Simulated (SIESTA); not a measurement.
BN under changes of volume

One of the cells (9.328 Å³/atom); the others are scaled copies at fixed shape and fractional positions:

```
CELL_PARAMETERS angstrom
1.25941 0.72712 3.39527
-1.25941 0.72712 3.39527
0.00000 -1.45424 3.39527
ATOMIC_POSITIONS crystal
N 0.66724 0.66724 0.66724
B 0.00033 0.00033 0.00033
```

The cell is a database's computed one.

```yaml
Program: SIESTA 5.4.2
Functional: PBE
Potentials_or_basis: PseudoDojo 0.4 standard (PBE files)
Basis: DZP (energy shift 0.002 Ry)
Grid_cutoff: 800 Ry
Energy_shift: 0.002 Ry
k_mesh: 12 × 12 × 12
Occupations: fermi-dirac, width 0.05 eV
Spin: no spin polarisation
```

| volume (Å³/atom) | energy over the lowest point (meV/atom) | pressure (GPa) | gap on the mesh (eV) | largest force (eV/Å) |
| --- | --- | --- | --- | --- |
| 8.596 | 60.56 | 25.2 | 4.35 | 0.004 |
| 8.779 | ? | ? | ? | ? |
| 8.962 | 17.45 | 13.0 | 4.30 | 0.002 |
| 9.328 | 0.15 | 2.5 | 4.24 | 0.006 |
| 9.510 | 0.00 | -2.1 | 4.21 | 0.009 |
| 9.693 | 4.75 | -6.1 | 4.18 | 0.010 |

Task: What does the run at 8.779 Å³/atom give?

Result: Energy over the lowest point 35.52 meV/atom; pressure 18.8 GPa; gap on the mesh 4.33 eV; largest force 0.003 eV/Å.

Worked out: A Birch-Murnaghan fit of order 3 (a polynomial in V^(-2/3)) to the other rows has its minimum at 9.43 Å³/atom with B0 = V·E''(V) = 235 GPa and B' = 3.3 at fixed shape and positions, which overstates the stiffness. It gives 35.49 meV/atom at 8.779 Å³/atom, against the run's 35.52, and -dE/dV = 18.8 GPa, against 18.8. A straight line through the other rows of the gap, of slope -1.42 eV per unit of ln V, gives 4.32 eV, against the run's 4.33.

Energies are extrapolated to zero smearing.

Caveats: the basis of atomic orbitals isn't converged, which shifts pressures, moduli and gaps.

A mesh can miss the band edges.
